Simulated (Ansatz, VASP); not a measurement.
One calculation of MgB2, two programs

```
CELL_PARAMETERS angstrom
3.03991 0.00000 0.00000
-1.51996 2.63264 0.00000
0.00000 0.00000 3.46707
ATOMIC_POSITIONS crystal
Mg 0.00000 0.00000 0.00000
B 0.33333 0.66667 0.50000
B 0.66667 0.33333 0.50000
```

Alike in both runs: functional PBE; k mesh 9 × 9 × 6; occupations gaussian, width 0.1 eV; no spin polarisation.

Ansatz relaxed the structure, and its values are those at the end. VASP's run is a single point on that final structure, the one shown.

```csv
,VASP,Ansatz
version,VASP 6.6.1,Ansatz 0.2.0
potentials or method,"VASP PAW PBE potentials, release 64 (Mg, B)","scalar-relativistic, plane waves, PAW"
plane-wave cutoff (eV),520,420
valence electrons in the cell,8,16
```

```csv
,VASP,Ansatz,Ansatz less VASP
gap on the k mesh at the Fermi level (eV),none,none,-
pressure (GPa),6.0,6.2,+0.23
```

A gap of «none» marks a metal or a gap that the smearing closes. The two sets of potentials don't hold the same shells in valence.
